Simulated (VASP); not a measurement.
# BP (F-43m) in VASP: further runs

One crystal, BP, is run at these levels: PBE; tasks: G0W0 quasiparticle levels, evGW0 quasiparticle levels.

All numbers are computed with VASP 6.6.1; they aren't measurements. Logs are shortened: lines on timing, memory, paths and dates and some standing lists are left out, and cuts for length are marked.

## 1. The crystal as given

It takes space group F-43m (No. 216, cubic). The conventional cell has a = 4.538 Å, b = 4.538 Å, c = 4.538 Å, α = 90.00°, β = 90.00°, γ = 90.00°. P (site symmetry -43m) is surrounded by 4 B at 1.97 Å. B (site symmetry -43m) is surrounded by 4 P at 1.97 Å.

## 2. G0W0 quasiparticle levels, PBE

POSCAR reads:

```
BP
1.0
    0.0000000000      2.2690000000      2.2690000000
    2.2690000000      0.0000000000      2.2690000000
    2.2690000000      2.2690000000      0.0000000000
P B
1 1
Direct
    0.7500000000      0.7500000000      0.7500000000
    0.0000000000      0.0000000000      0.0000000000
```

INCAR.step1 reads:

```
SYSTEM = BP
PREC = Accurate
ENCUT = 450
EDIFF = 1E-8
ISMEAR = 0
SIGMA = 0.01
LREAL = .FALSE.
LASPH = .TRUE.
NELM = 80
ALGO = Normal
LWAVE = .TRUE.
LCHARG = .FALSE.
GGA = PE
```

INCAR.step2 reads:

```
SYSTEM = BP
PREC = Accurate
ENCUT = 450
EDIFF = 1E-8
ISMEAR = 0
SIGMA = 0.01
LREAL = .FALSE.
LASPH = .TRUE.
NELM = 1
ALGO = Exact
LWAVE = .TRUE.
LCHARG = .FALSE.
GGA = PE
NBANDS = 32
LOPTICS = .TRUE.
ISTART = 1
```

INCAR.step3 reads:

```
SYSTEM = BP
PREC = Accurate
ENCUT = 450
EDIFF = 1E-8
ISMEAR = 0
SIGMA = 0.01
LREAL = .FALSE.
LASPH = .TRUE.
ALGO = EVGW0
LWAVE = .FALSE.
LCHARG = .FALSE.
GGA = PE
NELMGW = 1
NBANDS = 32
ENCUTGW = 150
NOMEGA = 12
PRECFOCK = Fast
ISTART = 1
NBANDSGW = 12
```

KPOINTS reads:

```
Automatic mesh
0
G
  3 3 3
  0 0 0
```

Potentials or basis: VASP PAW PBE potentials, release 64 (P_GW, B_GW).

On the command line:

```console
> cat potpaw_PBE.64/P_GW/POTCAR potpaw_PBE.64/B_GW/POTCAR > POTCAR
> cp INCAR.step1 INCAR
> mpirun -np 1 vasp_std > vasp.out
> cp INCAR.step2 INCAR
> mpirun -np 1 vasp_std > vasp.out
> cp INCAR.step3 INCAR
> mpirun -np 1 vasp_std > vasp.out
```

OUTCAR:

```text
SYSTEM = BP
   PREC = Accurate
   ENCUT = 450
   EDIFF = 1E-8
   ISMEAR = 0
   LREAL = .FALSE.
   LASPH = .TRUE.
   GGA = PE
   NELMGW = 1
   ENCUTGW = 150
   PRECFOCK = Fast
   ISTART = 1

 Found      4 irreducible k-points:

 Following reciprocal coordinates:
            Coordinates               Weight
  0.000000  0.000000  0.000000      1.000000
  0.333333  0.000000  0.000000      8.000000
  0.333333  0.333333  0.000000      6.000000
 -0.333333  0.333333  0.000000     12.000000
   k-points           NKPTS =      4   k-points in BZ     NKDIM =     27   number of bands    NBANDS=     32
   number of dos      NEDOS =    301   number of ions     NIONS =      2
   total plane-waves  NPLWV =  13824
   dimension x,y,z NGX =    24 NGY =   24 NGZ =   24
   dimension x,y,z NGXF=    48 NGYF=   48 NGZF=   48
   ions per type =               1   1
   NGX,Y,Z   is equivalent  to a cutoff of  12.43, 12.43, 12.43 a.u.
   NGXF,Y,Z  is equivalent  to a cutoff of  24.87, 24.87, 24.87 a.u.
 SYSTEM =  BP
   PREC   = accura    normal or accurate (medium, high low for compatibility)
   ISTART =      1    job   : 0-new  1-cont  2-samecut
   ICHARG =      0    charge: 1-file 2-atom 10-const
   ISPIN  =      1    spin polarized calculation?
   LNONCOLLINEAR =      F non collinear calculations
   LSORBIT =      F    spin-orbit coupling
   LASPH  =      T    aspherical Exc in radial PAW
   ENCUT  =  450.0 eV  33.07 Ry    5.75 a.u.   5.55  5.55  5.55*2*pi/ulx,y,z
   NELM   =     60;   NELMIN=  2; NELMDL=  0     # of ELM steps
   EDIFF  = 0.1E-07   stopping-criterion for ELM
   LREAL  =      F    real-space projection
   EDIFFG = 0.1E-06   stopping-criterion for IOM
   NSW    =      0    number of steps for IOM
   IBRION =     -1    ionic relax: 0-MD 1-quasi-New 2-CG
   NFREE  =      0    steps in history (QN), initial steepest desc. (CG)
   ISIF   =      0    stress and relaxation
   ISYM   =      3    0-nonsym 1-usesym 2-fastsym
   POTIM  = 0.5000    time-step for ionic-motion
   TEBEG  =    0.0;   TEEND  =   0.0 temperature during run
   PSTRESS=    0.0 pullay stress
   NELECT =       8.0000    total number of electrons
   NUPDOWN=      -1.0000    fix difference up-down
   EMIN   =  10.00;   EMAX   =-10.00  energy-range for DOS
   EFERMI =   0.00;   METHOD = LEGACY
   ISMEAR =     0;   SIGMA  =   0.01  broadening in eV -4-tet -1-fermi 0-gaus
   EFERMI_NEDOS =   21; number of points for ismear=-14 and -15
   IALGO  =     38    algorithm
   IMIX   =      4    mixing-type and parameters
     AMIX     =   0.40;   BMIX     =  1.00
     AMIX_MAG =   1.60;   BMIX_MAG =  1.00
  volume/ion in A,a.u.               =      11.68        78.83
  Fermi-wavevector in a.u.,A,eV,Ry     =   1.145320  2.164342 17.847562  1.311759
  Thomas-Fermi vector in A             =   2.282009
   LORBIT       =      0    0 simple, 1 ext, 2 COOP (PROOUT), +10 PAW based schemes
   GGA     = PE    functional components
   LHFCALC =     T    Hartree Fock is set to
   PRECFOCK=fast      Normal, Fast or Accurate (Low or Medium for compatibility)
   ENCUT4O =  -1.0   cutoff for four orbital integrals eV
   NKREDX  =     1    reduce k-point grid by
   NKREDY  =     1    reduce k-point grid by
   NKREDZ  =     1    reduce k-point grid by
   AEXX    =    1.0000 exact exchange contribution
   HFSCREEN=    0.0000 screening length (either q_TF or 0.3 A-1)
   HFSCREENC=   0.0000 screening length for correlation (either q_TF or 0.3 A-1)
   ENCUTFOCK=  -1.0 apply spherical cutoff to Coloumb kernel
   IVDW    =     0    specifies the selected vdW correction
   LEPSILON=     F    determine dielectric tensor
   LRPA    =     F    only Hartree local field effects (RPA)
   LRPAFORCE           =     F    calculate RPA forces
   ENCUTGW             = 150.0    cutoff for response function in eV
   ENCUTGWSOFT         = 120.0    soft cutoff for Coulomb kernel in GW response function in eV
   ENCUTLF             =  -1.0    cutoff for local field effects
   NELMGW              =     1    number of iterations in solving QP/BSE equation
   NELMHF              =     1    number of iterations in the inner HF iteration
   NKREDLFX            =     1    NKREDLFY  =   1   NKREDLFZ  =   1
 non-spin polarized calculation
 Gauss-broadening in eV      SIGMA  =   0.01
  energy-cutoff  :      450.00
  volume of cell :       23.36
 maximum number of plane-waves:       531
 NGX is ok and might be reduce to    24
  NGX = 14; NGY = 14; NGZ = 14
   NGX = 11   NGY = 11   NGZ = 11
 maximum number of plane-waves:       113
 NGX is ok and might be reduce to    14

 QP shifts <psi_nk| G(iteration)W_0 |psi_nk>: iteration 1
 for sc-GW calculations column KS-energies equals QP-energies in previous step
 and V_xc(KS)=  KS-energies - (<T + V_ion + V_H > + <T+V_H+V_ion>^1  + <V_x>^1)

 k-point   1 :       0.0000    0.0000    0.0000
  band No.  KS-energies  QP-energies   sigma(KS)   V_xc(KS)     V^pw_x(r,r')   Z            occupation Imag(sigma)

      1      -8.2562      -8.6083     -12.4998     -12.0443     -20.4104       0.7730       2.0000       1.1429
      2       7.2423       7.5870     -12.8957     -13.3323     -15.6940       0.7896       2.0000      -0.1778
      3       7.2423       7.5870     -12.8957     -13.3323     -15.6940       0.7896       2.0000      -0.1778
      4       7.2423       7.5870     -12.8957     -13.3323     -15.6940       0.7896       2.0000      -0.1778
      5      10.5996      11.6750     -10.7170     -12.0587      -6.6990       0.8016       0.0000      -0.2914
      6      10.5996      11.6750     -10.7170     -12.0587      -6.6990       0.8016       0.0000      -0.2914
      7      10.5996      11.6750     -10.7170     -12.0587      -6.6990       0.8016       0.0000      -0.2914
      8      14.6211      15.7178     -11.3684     -12.7388      -5.8616       0.8003       0.0000      -0.4496
      9      18.7364      19.1428      -8.8426      -9.3455      -3.2088       0.8079       0.0000      -0.3034
     10      19.2001      20.4148     -10.2411     -11.7529      -4.8887       0.8034       0.0000      -0.0793
     11      19.2001      20.4148     -10.2411     -11.7529      -4.8887       0.8034       0.0000      -0.0793
     12      22.8563      23.5356      -9.0259      -9.8669      -2.7229       0.8077       0.0000      -0.7724

 k-point   2 :       0.3333    0.0000    0.0000
  band No.  KS-energies  QP-energies   sigma(KS)   V_xc(KS)     V^pw_x(r,r')   Z            occupation Imag(sigma)

      1      -6.3381      -6.5782     -12.5691     -12.2494     -19.8743       0.7509       2.0000       0.7509
      2       0.4812       0.4186     -12.2721     -12.1915     -16.7983       0.7774       2.0000      -0.0223
      3       5.7643       5.9953     -12.7590     -13.0562     -15.8315       0.7774       2.0000      -0.1457
      4       5.7643       5.9953     -12.7590     -13.0562     -15.8315       0.7774       2.0000      -0.1457
      5      11.1127      12.1022     -10.8569     -12.0845      -6.5521       0.8061       0.0000      -0.2601
      6      12.0497      13.1503     -10.4783     -11.8323      -6.1150       0.8128       0.0000      -0.3078
      7      12.0497      13.1503     -10.4783     -11.8323      -6.1150       0.8128       0.0000      -0.3078
      8      17.3386      18.1788      -9.9023     -10.9706      -3.9912       0.7865       0.0000      -0.3490
      9      19.0046      20.1079     -10.0667     -11.4359      -4.5850       0.8058       0.0000      -0.2220
     10      19.0046      20.1079     -10.0667     -11.4359      -4.5850       0.8058       0.0000      -0.2220
     11      20.6568      21.2836      -9.7128     -10.5014      -3.6857       0.7947       0.0000      -0.3990
     12      24.9945      25.7511     -10.3308     -11.2976      -3.3551       0.7826       0.0000      -0.6877

 k-point   3 :       0.3333    0.3333    0.0000
  band No.  KS-energies  QP-energies   sigma(KS)   V_xc(KS)     V^pw_x(r,r')   Z            occupation Imag(sigma)

      1      -5.6621      -5.8937     -12.5958     -12.2893     -19.6316       0.7557       2.0000       0.6388
      2       1.6264       1.6134     -12.9170     -12.9007     -17.2483       0.7935       2.0000      -0.1202
      3       3.7285       3.8457     -12.4212     -12.5712     -16.0353       0.7816       2.0000      -0.1267
      4       3.7285       3.8457     -12.4212     -12.5712     -16.0353       0.7816       2.0000      -0.1267
      5       8.5793       9.4108     -10.0524     -11.0563      -6.2808       0.8282       0.0000      -0.2615
      6      10.4955      11.2836      -9.5124     -10.4579      -5.2513       0.8335       0.0000      -0.2729
      7      16.8164      18.1317     -11.0831     -12.7487      -5.5689       0.7897       0.0000      -0.3442
      8      16.8164      18.1317     -11.0831     -12.7487      -5.5689       0.7897       0.0000      -0.3442
      9      20.8930      21.9789     -11.2432     -12.6458      -4.7080       0.7743       0.0000      -0.4462
     10      21.8821      23.0504     -10.4550     -11.9044      -4.3625       0.8061       0.0000      -0.2577
     11      24.4353      25.1666     -10.2975     -11.2334      -3.5072       0.7814       0.0000      -0.6382
     12      26.9735      27.9773     -10.7642     -12.0371      -3.5594       0.7886       0.0000      -0.9405
[... 183 lines left out ...]
 k-point   3 :       0.3333    0.3333    0.0000
  band No. old QP-enery  QP-energies   sigma(KS)   T+V_ion+V_H  V^pw_x(r,r')   Z            occupation Imag(sigma)

      1      -5.8592      -5.8555     -12.4815       6.6272     -19.6316       0.7620       2.0000       0.6606
      2       1.6464       1.6488     -12.8777      14.5271     -17.2483       0.7976       2.0000      -0.0771
      3       3.9055       3.9078     -12.3912      16.2997     -16.0353       0.7951       2.0000      -0.1319
      4       3.9055       3.9078     -12.3912      16.2997     -16.0353       0.7951       2.0000      -0.1319
      5       9.5346       9.5370     -10.0982      19.6356      -6.2808       0.8402       0.0000      -0.2516
      6      11.4158      11.4183      -9.5346      20.9534      -5.2513       0.8421       0.0000      -0.2762
      7      18.3283      18.3320     -11.2321      29.5651      -5.5689       0.7878       0.0000      -0.3436
      8      18.3283      18.3320     -11.2321      29.5651      -5.5689       0.7878       0.0000      -0.3436
      9      22.1635      22.1672     -11.3705      33.5387      -4.7080       0.7804       0.0000      -0.4741
     10      23.2231      23.2259     -10.5599      33.7864      -4.3625       0.8107       0.0000      -0.3221
     11      25.3163      25.3198     -10.3480      35.6687      -3.5072       0.7819       0.0000      -0.6146
     12      28.0876      28.0898     -10.9201      39.0106      -3.5594       0.7749       0.0000      -0.9450

 k-point   4 :      -0.3333    0.3333    0.0000
  band No. old QP-enery  QP-energies   sigma(KS)   T+V_ion+V_H  V^pw_x(r,r')   Z            occupation Imag(sigma)

      1      -3.8710      -3.8668     -12.7548       8.8895     -19.3027       0.7458       2.0000       0.4081
      2      -0.7504      -0.7474     -12.6468      11.9003     -17.8964       0.7731       2.0000       0.1189
      3       0.8494       0.8521     -11.6504      12.5031     -15.7545       0.7908       2.0000      -0.0217
      4       4.3652       4.3677     -12.4928      16.8611     -16.0028       0.7913       2.0000      -0.1369
      5      10.8152      10.8178      -9.9259      20.7442      -5.8143       0.8360       0.0000      -0.2621
      6      16.6789      16.6822     -10.3461      27.0291      -5.2861       0.7957       0.0000      -0.2613
      7      17.2179      17.2215     -10.8589      28.0814      -5.3371       0.7899       0.0000      -0.3669
      8      18.3547      18.3587     -11.1031      29.4630      -5.3046       0.7704       0.0000      -0.3411
      9      18.9645      18.9680     -10.7967      29.7657      -5.1107       0.7839       0.0000      -0.2977
     10      20.0911      20.0936     -10.1404      30.2346      -4.7725       0.8122       0.0000      -0.1642
     11      26.9788      26.9826     -10.9996      37.9835      -3.4867       0.7618       0.0000      -0.8059
     12      27.9168      27.9192      -9.5168      37.4366      -2.6179       0.8015       0.0000      -0.7959
```

Run time: 15 s. Hardware: 1 thread of Intel Xeon Platinum 8259CL at 2.50GHz (Skylake/Cascade Lake), shared host; peak memory 0.16 GiB.

These settings aren't checked as converged: the numbers below hold their error.

What came out:

| Property | Result |
| --- | --- |
| Band gap on the k mesh, mean-field level | 1.34 eV, indirect (least direct gap 3.36 eV) |
| Quasiparticle gap | 1.82 eV |

Caveat: the k mesh is coarse (spacing up to 0.80 Å⁻¹), so the values aren't converged; bands, screening cutoff and mesh are small and nothing is extrapolated, so the quasiparticle values aren't converged; the log holds further tables after the one-shot step; the gap given is that of the first; an odd mesh through Γ misses points on the zone boundary, where band edges often lie.

(Continued in part 2 of 3.)
